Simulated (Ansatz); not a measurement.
The system is TePb.

```
CELL_PARAMETERS angstrom
0.00000 3.23100 3.23100
3.23100 0.00000 3.23100
3.23100 3.23100 0.00000
ATOMIC_POSITIONS crystal
Pb 0.00000 0.00000 0.00000
Te 0.50000 0.50000 0.50000
```

Base run:

* Program: Ansatz 0.2.0
* Functional: LDA
* Potentials or basis: all-electron LAPW, scalar-relativistic
* Cutoff: 179 eV
* Density cutoff: 716 eV
* Basis error allowed: 0.001 eV/atom
* k mesh: 7 × 7 × 7
* Occupations: fermi-dirac, width 0.05 eV
* Spin: no spin polarisation

Its results: pressure -1.7 GPa.

Question: After a change of settings the same cell gave: pressure 5.3 GPa. Which change was it?
A. functional from LDA to revPBE
B. functional from LDA to RPBE; occupations from fermi-dirac, width 0.05 eV to gaussian, width 0.1 eV
C. functional from LDA to PBEsol
D. functional from LDA to BLYP

Answer: D.

BLYP binds less tightly than LDA, so the same cell stands under more pressure.

Not every run made on this cell is shown here.
